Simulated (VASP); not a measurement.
BaTiO3:

```
CELL_PARAMETERS angstrom
3.98550 0.00000 0.00000
0.00000 2.83690 2.84515
0.00000 -2.83690 2.84515
ATOMIC_POSITIONS crystal
Ba 0.00000 0.00000 0.00000
Ti 0.50000 0.51240 0.51240
O 0.00000 0.48740 0.48740
O 0.50000 0.50524 0.99184
O 0.50000 0.99184 0.50524
```

- Program: VASP 6.6.1
- Task: relaxation of cell and atoms
- Functional: PBEsol
- Potentials or basis: VASP PAW PBE potentials, release 64 (Ba_sv, Ti, O)
- Cutoff: 520 eV
- k mesh: 8 × 8 × 8
- Occupations: gaussian, width 0.02 eV
- Spin: no spin polarisation

At the start: pressure -1.2 GPa; volume 12.87 Å³/atom.

Problem. How do energy, volume and symmetry change on relaxing?

Solution. Over 18 steps the energy falls by 3.1 meV/atom and the volume is 12.81 Å³/atom (-0.5 %); space group Amm2 (No. 38, to 0.05 Å).

Step by step:
```csv
step,energy change (eV),largest force (eV/Å),pressure (GPa),volume (Å³)
1,0.0000,0.2051,-1.17,64.34
2,-0.0055,0.1660,1.42,63.46
3,-0.0058,0.1688,0.97,63.61
4,-0.0120,0.0955,0.51,63.76
5,-0.0144,0.0599,0.03,63.92
6,-0.0153,0.0393,-0.02,63.97
7,-0.0153,0.0347,-0.03,63.98
8,-0.0154,0.0147,0.08,63.96
9,-0.0155,0.0047,0.13,63.95
10,-0.0154,0.0140,-0.16,64.06
11,-0.0155,0.0065,-0.01,64.00
12,-0.0155,0.0068,-0.01,64.00
13,-0.0155,0.0055,0.00,64.01
14,-0.0155,0.0068,0.00,64.02
15,-0.0155,0.0038,-0.01,64.03
16,-0.0155,0.0016,-0.01,64.04
17,-0.0155,0.0018,0.04,64.02
18,-0.0155,0.0008,0.01,64.03
```

Final structure:
```
CELL_PARAMETERS angstrom
3.98080 0.00000 0.00000
0.00000 2.83355 2.83819
0.00000 -2.83355 2.83819
ATOMIC_POSITIONS crystal
Ba 0.00000 0.00424 0.00424
Ti 0.50000 0.51368 0.51368
O 0.00000 0.49407 0.49407
O 0.50000 0.49494 0.98995
O 0.50000 0.98995 0.49494
```

Caveat: the PAW data sets were made with another functional, which shifts forces and pressure a little.
